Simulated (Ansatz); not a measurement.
# Al2Cu: how settings move the results

The task here is to estimate one member of a computed series from the others.

Program: Ansatz 0.2.0. Level of theory: DFT PBE, scalar-relativistic, plane waves, PAW. These are calculated values, not measurements.

1 further run of the same task is left out (set aside as unsound or not needed).

### The system as given

The structure is tetragonal, space group P4/mmm (No. 123). The conventional cell has a = 4.105 Å, b = 4.105 Å, c = 2.891 Å, α = 90.00°, β = 90.00°, γ = 90.00°. Al (site symmetry mmm) has 4 Cu at 2.51 Å as nearest neighbours. Around Cu (site symmetry 4/mmm) lie 8 Al at 2.51 Å.

Coordinates:

```xyz
3
Lattice="4.1052 0.0000 0.0000 0.0000 4.1052 0.0000 0.0000 0.0000 2.8913" Properties=species:S:1:pos:R:3 pbc="T T T"
Al    2.0526    0.0000    1.4457
Al    0.0000    2.0526    1.4457
Cu    0.0000    0.0000    0.0000
```

The structure comes from the Materials Project (structure only); it is used as listed.

### The base input

Input file input.yaml:

```yaml
crystal:
  lattice:
    - [4.105182, 0.0, 0.0]
    - [0.0, 4.105182, 0.0]
    - [0.0, 0.0, 2.891313]
  atoms:
    - { symbol: Al, position: [0.5, 0.0, 0.5] }
    - { symbol: Al, position: [0.0, 0.5, 0.5] }
    - { symbol: Cu, position: [0.0, 0.0, 0.0] }
basis:
  ecutwfc: 420
kpoints:
  mp_grid: { grid: [10, 10, 14] }
hamiltonian:
  xc: pbe
scf:
  occupations: { method: gaussian, width: 0.1 }
output:
  forces: true
  stress: true
  eigenvalues: true
  populations: true
```

Its results, from an earlier run: -2566.7562 eV/atom at zero smearing, pressure 0.51 GPa, largest force 0.000 eV/Å, no gap on the mesh, in 7 SCF cycles and 5.8 s.

The first run:

Input file input.yaml:

```yaml
crystal:
  lattice:
    - [4.105182, 0.0, 0.0]
    - [0.0, 4.105182, 0.0]
    - [0.0, 0.0, 2.891313]
  atoms:
    - { symbol: Al, position: [0.5, 0.0, 0.5] }
    - { symbol: Al, position: [0.0, 0.5, 0.5] }
    - { symbol: Cu, position: [0.0, 0.0, 0.0] }
basis:
  ecutwfc: 200
kpoints:
  mp_grid: { grid: [10, 10, 14] }
hamiltonian:
  xc: pbe
scf:
  occupations: { method: gaussian, width: 0.1 }
output:
  forces: true
  stress: true
  eigenvalues: true
relax:
  adjacent_minimum: "off"
  f_tol: 0.01
  max_steps: 60
  cell: { stress_tol: 0.05 }
```

The run is started by

```
$ ansatz run input.yaml --threads 1 --pin off --max-ram 2560MiB --backend cpu --events-out ev --progress --plain --runs-dir out
```

Among the steps run: Relaxation, cutoff: 200 eV; Relaxation, cutoff: 250 eV; Relaxing with cutoff 300 eV; Relaxing with cutoff 520 eV; Relaxation, cutoff: 650 eV.

One of the session's tables, all rows but one given; the rest of the session is left out.

It belongs to the step «The sweep of the cutoff of a full relaxation side by side». 

| cutoff | c (Å) | volume (Å³/atom) |
| --- | --- | --- |
| 200 | 2.867 | 16.29 |
| 250 | ? | ? |
| 300 | 2.892 | 16.48 |
| 520 | 2.885 | 16.33 |
| 650 | 2.885 | 16.33 |

Q: Estimate the row for cutoff = 250 from the others.

Worked estimate for «c (Å)». A straight line through the neighbours (200, 2.867) and (300, 2.892) gives 2.867 + (2.892 − 2.867) × (250 − 200) / (300 − 200) = 2.880; a parabola fitted to 3 rows on both sides gives 2.882.

**Answer.** c (Å): 2.921; volume (Å³/atom): 16.66. In «c (Å)» the line misses by -0.041 and the parabola by -0.039. Between these rows the values bend or scatter more than so simple an estimate can follow.

Caveats from the session: The settings are coarse, so take the values as rough. Warnings in the runs' records: cutoff below recommended.
